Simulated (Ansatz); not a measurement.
# Zr3SiO8: the cost of one run

Method: DFT PBE, scalar-relativistic, plane waves, PAW, in Ansatz 0.2.0.

2 further runs of the same task are left out: 2 set aside as unsound or not needed.

## Step 1: The structure to begin with

Symmetry: P-4m2, No. 115, tetragonal system. Conventional cell: a = 6.113 Å, b = 6.113 Å, c = 8.732 Å, α = 90.00°, β = 90.00°, γ = 90.00°. Zr (site symmetry 2mm) has 4 O at 1.95 to 1.98 Å as nearest neighbours. Around Zr (site symmetry -4m2) lie 4 O at 1.96 Å. Si (site symmetry -4m2) has 4 O at 1.64 Å as nearest neighbours. O (site symmetry m) is surrounded by 1 Si at 1.64 Å and 1 Zr at 1.98 Å. O (site symmetry m) has 2 Zr at 1.95 to 1.96 Å as nearest neighbours.

Coordinates:

```cif
data_structure
_symmetry_space_group_name_H-M 'P-4m2'
_symmetry_Int_Tables_number 115
_cell_length_a 6.1127
_cell_length_b 6.1127
_cell_length_c 8.7322
_cell_angle_alpha 90.000
_cell_angle_beta 90.000
_cell_angle_gamma 90.000
_cell_volume 326.28
loop_
_atom_site_label
_atom_site_type_symbol
_atom_site_symmetry_multiplicity
_atom_site_Wyckoff_symbol
_atom_site_fract_x
_atom_site_fract_y
_atom_site_fract_z
_atom_site_occupancy
Zr1 Zr 2 g 0.50000 0.00000 0.27790 1
Zr2 Zr 1 b 0.50000 0.50000 0.00000 1
Si1 Si 1 d 0.00000 0.00000 0.50000 1
O1 O 4 j 0.00000 0.77664 0.60465 1
O2 O 4 k 0.50000 0.24788 0.13817 1
```

The cell was relaxed beforehand at this level, from a generated guess; it needn't be the stable form of this composition. At a tolerance of 0.02 Å it has space group P-4m2 (No. 115); it has 27.19 Å³/atom, an uncorrected energy of -3.09 eV/atom over the elements.

## Step 2: Static run: bands, density of states and charges

input.yaml reads:

```yaml
crystal:
  lattice:
    - [6.1127082401, 0.0, 0.0]
    - [0.0, 6.1127082401, 0.0]
    - [0.0, 0.0, 8.7322477439]
  atoms:
    - { symbol: Zr, position: [0.5, 0.0, 0.2778983734] }
    - { symbol: Zr, position: [0.0, 0.5, 0.7221016266] }
    - { symbol: Zr, position: [0.5, 0.5, 0.0] }
    - { symbol: Si, position: [0.0, 0.0, 0.5] }
    - { symbol: O, position: [0.0, 0.7766374607, 0.6046498115] }
    - { symbol: O, position: [0.5, 0.2478812356, 0.1381697641] }
    - { symbol: O, position: [0.0, 0.2233625393, 0.6046498115] }
    - { symbol: O, position: [0.5, 0.7521187644, 0.1381697641] }
    - { symbol: O, position: [0.2233625393, 0.0, 0.3953501885] }
    - { symbol: O, position: [0.7521187644, 0.5, 0.8618302359] }
    - { symbol: O, position: [0.7766374607, 0.0, 0.3953501885] }
    - { symbol: O, position: [0.2478812356, 0.5, 0.8618302359] }
basis:
  ecutwfc: 420
kpoints:
  mp_grid: { grid: [4, 4, 4] }
  band_path:
    path:
      - [[0.0, 0.0, 0.0], [0.0, 0.5, 0.0], [0.5, 0.5, 0.0], [0.0, 0.0, 0.0], [0.0, 0.0, 0.5], [0.0, 0.5, 0.5], [0.5, 0.5, 0.5], [0.0, 0.0, 0.5]]
      - [[0.0, 0.5, 0.0], [0.0, 0.5, 0.5]]
      - [[0.5, 0.5, 0.0], [0.5, 0.5, 0.5]]
    npoints: 10
hamiltonian:
  xc: pbe
scf:
  occupations: { method: gaussian, width: 0.02 }
  n_extra_bands: 30
output:
  forces: true
  stress: true
  eigenvalues: true
  populations: true
  dos: { projected: true, de: 0.02, nscf_kmesh: { grid: [6, 6, 6] } }
  bader: false
  write_density: true
  write_potential: true
  elf: true
  volumetric_format: npy
```

The run is started by

```
ansatz run input.yaml --threads 1 --pin off --max-ram 2560MiB --backend cpu --events-out ev --progress --plain --runs-dir out
```

**Question.** How long does this run take on 1 thread of AMD EPYC 9R45 (Zen 5), shared host, and how much memory does it need?

About 100 s, with a peak of 1.4 GiB.
